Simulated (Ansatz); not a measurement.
Rock-salt NaBr was calculated with PBE (plane waves, PAW; Ansatz, a quantum-chemistry and plane-wave program).

Total energies, extrapolated to zero smearing (they compare only within this program, potentials and cutoff; free atoms with spin allowed, lowest state found):

```tsv
system	energy (eV/atom)
rock-salt NaBr, relaxed	-2136.3826
free Na atom	-1485.3346
free Br atom	-2781.8028
```

### Question
Work out the cohesive energy per atom.

### Answer
E_coh = [1 × (-1485.3346) + 1 × (-2781.8028)]/2 − (-2136.3826) = 2.81 eV/atom. The reference value is 3.03 eV/atom (measured, zero-point energy (Debye) added; as tabulated in Doll and Stoll (1998), arXiv:cond-mat/9801031), not set against a level without spin–orbit coupling.

Spin–orbit coupling, which matters for such heavy atoms, is left out.

The PAW data were made under PBE.
